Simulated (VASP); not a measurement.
# WS2 (Fm-3m) in VASP: a series of runs, part 2 of 2

VASP 6.6.1. The steps go on from the part before.

### Step 5. Single point, PBEsol+U, collinear spin, random start

INCAR

```
SYSTEM = WS2
  PREC = Accurate
  ENCUT = 520
  EDIFF = 1E-6
  ISMEAR = 0
  SIGMA = 0.05
  LREAL = .False.
  LASPH = .True.
  NELM = 60
  ALGO = Normal
  ISIF = 2
  LWAVE = .False.
  LCHARG = .False.
  ISPIN = 2
  MAGMOM = 0.18 0 0
  LORBIT = 11
  LMAXMIX = 4
  LDAU = .True.
  LDAUTYPE = 2
  LDAUL = 2 -1
  LDAUU = 5 0
  LDAUJ = 0 0
  LDAUPRINT = 1
  GGA = PS
  NBANDS = 24
```

KPOINTS

```
regular mesh
0
Gamma
  6 6 6
  0 0 0
```

POSCAR

```
WS2
1.0
    0.0000000000      3.0079352200      3.0079352200
    3.0079352200      0.0000000000      3.0079352200
    3.0079352200      3.0079352200      0.0000000000
W S
1 2
Direct
    0.0000000000      0.0000000000      0.0000000000
    0.2500000000      0.2500000000      0.2500000000
    0.7500000000      0.7500000000      0.7500000000
```

Potentials or basis: VASP PAW PBE potentials, release 64 (W_sv, S).

Launch:

```sh
$ cat potpaw_PBE.64/W_sv/POTCAR potpaw_PBE.64/S/POTCAR > POTCAR
$ mpirun -np 1 vasp_std > vasp.out
```

OUTCAR:

```text
SYSTEM = WS2
   PREC = Accurate
   ENCUT = 520
   EDIFF = 1E-6
   ISMEAR = 0
   LREAL = .False.
   LASPH = .True.
   NELM = 60
   ISIF = 2
   ISPIN = 2
   LORBIT = 11
   GGA = PS

 ion  position               nearest neighbor table
   1  0.000  0.000  0.000-   3 2.60   3 2.60   3 2.60   2 2.60   3 2.60   2 2.60   2 2.60   2 2.60

   2  0.250  0.250  0.250-   1 2.60   1 2.60   1 2.60   1 2.60
   3  0.750  0.750  0.750-   1 2.60   1 2.60   1 2.60   1 2.60

  LATTYP: Found a face centered cubic cell.
 ALAT       =     6.0158704400

  Lattice vectors:

 A1 = (   0.0000000000,   3.0079352200,   3.0079352200)
 A2 = (   3.0079352200,   0.0000000000,   3.0079352200)
 A3 = (   3.0079352200,   3.0079352200,   0.0000000000)

Analysis of symmetry for initial positions (statically):
=====================================================================
 Subroutine PRICEL returns:
 Original cell was already a primitive cell.

 Routine SETGRP: Setting up the symmetry group for a
[... 1087 lines left out ...]
     24      20.8487      0.00000

------------------------ aborting loop because EDIFF is reached ----------------------------------------

  FORCE on cell =-STRESS in cart. coord.  units (eV):
  Direction    XX          YY          ZZ          XY          YZ          ZX
  --------------------------------------------------------------------------------------
  -------------------------------------------------------------------------------------
  Total       -0.9345594     -0.9345594     -0.9345594      0.0000000      0.0000000      0.0000000
  in kB      -27.5094583    -27.5094583    -27.5094583      0.0000000      0.0000000      0.0000000
  external PRESSURE =     -27.5094583 kB  Pullay stress =       0.0000000 kB

 VOLUME and BASIS-vectors are now :
 -----------------------------------------------------------------------------
  energy-cutoff  :      520.00
  volume of cell :       54.43
      direct lattice vectors                 reciprocal lattice vectors
     0.000000000  3.007935220  3.007935220    -0.166226984  0.166226984  0.166226984
     3.007935220  0.000000000  3.007935220     0.166226984 -0.166226984  0.166226984
     3.007935220  3.007935220  0.000000000     0.166226984  0.166226984 -0.166226984

 POSITION                                       TOTAL-FORCE (eV/Angst)
 -----------------------------------------------------------------------------------
      0.00000      0.00000      0.00000         0.000000     -0.000000     -0.000000
      1.50397      1.50397      1.50397        -0.000000     -0.000000     -0.000000
      4.51190      4.51190      4.51190         0.000000      0.000000      0.000000
 -----------------------------------------------------------------------------------
    total drift:                                0.000000     -0.000000      0.000000

  FREE ENERGIE OF THE ION-ELECTRON SYSTEM (eV)
  ---------------------------------------------------
  free  energy   TOTEN  =       -18.4563373589 eV

  energy  without entropy=      -18.4556282975  energy(sigma->0) =      -18.45598283

 total charge

# of ion       s       p       d       tot
------------------------------------------
    1        2.310   6.230   3.085  11.624
    2        1.341   2.363   0.000   3.703
    3        1.341   2.363   0.000   3.703
--------------------------------------------------
tot          4.992  10.955   3.085  19.031

 magnetization (x)

# of ion       s       p       d       tot
------------------------------------------
    1        0.044   0.040   1.700   1.784
    2       -0.006  -0.088   0.000  -0.094
    3       -0.006  -0.088   0.000  -0.094
--------------------------------------------------
tot          0.032  -0.135   1.700   1.597
```

OSZICAR:

```text
N       E                     dE             d eps       ncg     rms          rms(c)
DAV:   1     0.199167589141E+03    0.19917E+03   -0.12263E+04  1536   0.106E+03
DAV:   2    -0.896043268437E+01   -0.20813E+03   -0.19867E+03  1792   0.300E+02
DAV:   3    -0.193194925854E+02   -0.10359E+02   -0.10203E+02  1920   0.629E+01
DAV:   4    -0.194543748652E+02   -0.13488E+00   -0.13477E+00  1736   0.776E+00
DAV:   5    -0.194563780287E+02   -0.20032E-02   -0.20031E-02  1912   0.101E+00    0.183E+01
DAV:   6    -0.174502523294E+02    0.20061E+01   -0.11345E+01  1592   0.177E+01    0.748E+00
DAV:   7    -0.175442117880E+02   -0.93959E-01   -0.16327E+00  1600   0.612E+00    0.632E+00
DAV:   8    -0.181955404859E+02   -0.65133E+00   -0.29788E+00  1728   0.690E+00    0.237E+00
DAV:   9    -0.184194343598E+02   -0.22389E+00   -0.17588E-01  1640   0.180E+00    0.112E+00
DAV:  10    -0.184412103694E+02   -0.21776E-01   -0.24522E-02  1744   0.889E-01    0.484E-01
DAV:  11    -0.184557036642E+02   -0.14493E-01   -0.88239E-03  1736   0.472E-01    0.170E-01
DAV:  12    -0.184561706205E+02   -0.46696E-03   -0.12000E-03  1688   0.155E-01    0.849E-02
DAV:  13    -0.184563013470E+02   -0.13073E-03   -0.18476E-04  1832   0.588E-02    0.332E-02
DAV:  14    -0.184562729829E+02    0.28364E-04   -0.11098E-04  1664   0.536E-02    0.272E-02
DAV:  15    -0.184563315724E+02   -0.58589E-04   -0.43297E-05  1696   0.318E-02    0.132E-02
DAV:  16    -0.184563363697E+02   -0.47973E-05   -0.44979E-06  1680   0.111E-02    0.382E-03
DAV:  17    -0.184563373589E+02   -0.98923E-06   -0.83940E-07  1304   0.487E-03
   1 F= -.18456337E+02 E0= -.18455983E+02  d E =-.709061E-03  mag=     1.9599
```

stdout:

```text
POSCAR found type information on POSCAR W S
 POSCAR found :  2 types and       3 ions
 scaLAPACK will be used
 -----------------------------------------------------------------------------
|                                                                             |
|                                                                             |
|     You enforced a specific xc type in the INCAR file but a different       |
|     I HOPE YOU KNOW WHAT YOU ARE DOING!                                     |
|                                                                             |
 -----------------------------------------------------------------------------

 LDA part: xc-table for (Slater+PW92), standard interpolation
 POSCAR, INCAR and KPOINTS ok, starting setup
 FFT: planning ... GRIDC
 FFT: planning ... GRID_SOFT
 FFT: planning ... GRID
 WAVECAR not read
 entering main loop
```

Run time: 47 s. Hardware: 1 thread of Intel Xeon Platinum 8488C (Sapphire Rapids), shared host; peak memory 0.21 GiB.

What came out:

| Property | Result |
| --- | --- |
| Free energy | -18.4563 eV |
| Pressure | -2.8 GPa |
| Band gap on the k mesh | none (metal or under the smearing width) |
| Net moment | 1.96 μB per cell |
| Site moments | W +1.78; S -0.09 μB |
| Valence electrons inside the program's atomic spheres | W 11.62; S 3.70 |

Levels at points of the mesh, in eV from the Fermi level:
Spin up:
| k point | band 12 | band 13 | band 14 | band 15 | band 16 | band 17 |
| --- | --- | --- | --- | --- | --- | --- |
| (0.00, 0.00, 0.00) | -1.25 | -1.25 | -1.25 | 3.59 | 3.69 | 3.69 |
| (0.50, 0.00, 0.00) | -3.63 | -2.65 | -2.65 | 0.94 | 3.12 | 3.12 |
| (0.50, 0.50, 0.00) | -3.12 | -2.73 | 0.21 | 1.07 | 2.83 | 2.83 |
Spin down:
```tsv
k point	band 9	band 10	band 11	band 12	band 13	band 14	band 15	band 16
(0.00, 0.00, 0.00)	-6.10	-1.28	-1.28	-1.28	0.43	0.43	4.20	4.20
(0.50, 0.00, 0.00)	-4.71	-3.66	-3.58	-3.58	0.87	0.87	2.13	4.81
(0.50, 0.50, 0.00)	-5.58	-2.46	-2.46	-0.52	0.12	2.03	2.31	3.41
```

Eigenvalues of the final occupation matrices:
```csv
site,spin,trace,eigenvalues
site 1 d,1,2.42,0.31 0.31 0.31 0.75 0.75
site 1 d,2,0.71,0.04 0.04 0.21 0.21 0.21
```

Caveat: the PAW data sets were made with another functional, which shifts forces and pressure a little.

### Step 6. Single point, PBEsol+U, collinear spin, ferromagnetic start

INCAR

```
SYSTEM = WS2
ALGO = Fast
EDIFF = 1E-6
ENCUT = 520
GGA = PS
ISIF = 2
ISMEAR = 0
ISPIN = 2
LASPH = .TRUE.
LCHARG = .TRUE.
LDAU = .TRUE.
LDAUJ = 0 0
LDAUL = 2 -1
LDAUPRINT = 1
LDAUTYPE = 2
LDAUU = 5 0
LELF = .TRUE.
LMAXMIX = 4
LORBIT = 11
LREAL = .FALSE.
LVHAR = .TRUE.
LWAVE = .FALSE.
MAGMOM = 0.5 0 0
NBANDS = 24
NELM = 80
NUPDOWN = 3
PREC = Accurate
SIGMA = 0.05
```

KPOINTS

```
k-points
0
G
  6 6 6
  0 0 0
```

POSCAR is that of step 5.

Potentials or basis: VASP PAW PBE potentials, release 64 (W_sv, S).

Launch:

```sh
$ cat potpaw_PBE.64/W_sv/POTCAR potpaw_PBE.64/S/POTCAR > POTCAR
$ mpirun -np 1 vasp_std > vasp.out
```

Run time: 42 s. Hardware: 1 thread of Intel Xeon Platinum 8488C (Sapphire Rapids), shared host; peak memory 0.21 GiB.

Results (log left out):

| Quantity | Value |
| --- | --- |
| Free energy | -17.4693 eV |
| Pressure | 1.5 GPa |
| Net moment | 3.00 μB per cell |
| Site moments | W +2.21; S +0.07 μB |
| Valence electrons inside the program's atomic spheres | W 11.72; S 3.67 |

Eigenvalues of the final occupation matrices:
```tsv
site	spin	trace	eigenvalues
site 1 d	1	2.69	0.41 0.41 0.41 0.73 0.73
site 1 d	2	0.56	0.03 0.03 0.17 0.17 0.17
```

Caveat: the moment is held away from its start; the PAW data sets were made with another functional, which shifts forces and pressure a little; the total moment is fixed, so each spin has its own Fermi level.

### Step 7. Overview

```tsv
spin	fixed moment (μB)	gap on the mesh (eV)	pressure (GPa)	moment (μB)
collinear, ferromagnetic start	-	none	-2.7	1.96
collinear, random start	-	none	-2.8	1.96
collinear, ferromagnetic start	3	-	1.5	3.00
```

Alike in all rows: task single point; level PBEsol+U; potentials or basis VASP PAW PBE potentials, release 64 (W_sv, S); W d U = 5 eV; cell as given; k mesh 6 × 6 × 6; cutoff (eV) 520; smearing gaussian 0.05 eV.

Caveats: the PAW data sets were made with another functional, which shifts forces and pressure a little; the moment is held away from its start (some runs); the total moment is fixed, so each spin has its own Fermi level (some runs).

Absolute energies hang on the potentials; compare differences alone.
